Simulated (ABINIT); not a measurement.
Runs of ABINIT 10.8.3 (patched build) on CdS. It takes space group Fm-3m (No. 225, cubic). The conventional cell has a = 5.506 Å, b = 5.506 Å, c = 5.506 Å, α = 90.00°, β = 90.00°, γ = 90.00°. Cd (site symmetry m-3m) is surrounded by 6 S at 2.75 Å. Around S (site symmetry m-3m) lie 6 Cd at 2.75 Å. Measurements of this composition are mostly on another form, of space group No. 186.

```csv
task,level,potentials or basis,k mesh,cutoff (eV),smearing,fine-grid cutoff,most SCF steps,gap on the mesh (eV),pressure (GPa)
band structure,r2SCAN,JTH PAW PBE v2.0,8 × 8 × 8,707,fermi-dirac 0.05 eV,1306.15 eV,-,0.73,-2.5
band structure,PBEsol,JTH PAW PBE v2.0,8 × 8 × 8,599,fermi-dirac 0.05 eV,1197.3 eV,-,(a),-4.3
band structure,LDA,JTH PAW LDA v2.0,8 × 8 × 8,599,fermi-dirac 0.05 eV,1197.3 eV,-,(b),-6.8
single point,HSE06,SG15 NC PBE v1.2,6 × 6 × 6,599,fixed,-,60,0.97,(c)
```

Alike in all rows: no spin polarisation; cell as given.

Problem. Estimate the missing entries.

Solution. (a) 0.12; (b) none; (c) -2.3.

Caveats: the PAW data sets were made with another functional, which shifts forces and pressure a little (some runs); Libxc's HSE differs a little from that of other programs (some runs); the potentials were made for another functional, which shifts forces and pressure (some runs).

A k mesh can miss the band edges, and the runs leave out spin-orbit coupling on Cd.

The runs don't all hold the same shells in valence.
